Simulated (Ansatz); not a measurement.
BN:

```
CELL_PARAMETERS angstrom
2.49824 0.00000 0.00000
-1.24912 2.16354 0.00000
0.00000 0.00000 6.63570
ATOMIC_POSITIONS crystal
N 0.66667 0.33333 0.25000
N 0.33333 0.66667 0.75000
B 0.66667 0.33333 0.75000
B 0.33333 0.66667 0.25000
```

Program: Ansatz 0.2.0. Alike in all runs: no spin polarisation; cell as given; k mesh 12 × 12 × 4.

Order these runs on this cell by their band gap on the k mesh, lowest first.
A. level r2SCAN; potentials or basis Ansatz PAW; cutoff (eV) 500; smearing fixed
B. level exchange-only PBE; potentials or basis Ansatz PAW; cutoff (eV) 420; smearing fermi-dirac 0.05 eV; points for each segment of the path 14
C. level LDA; potentials or basis JTH PAW LDA; cutoff (eV) 1350; smearing fermi-dirac 0.05 eV; points for each segment of the path 14

C (4.09 eV), B (4.36 eV), A (4.85 eV).

A k mesh can miss the band edges.
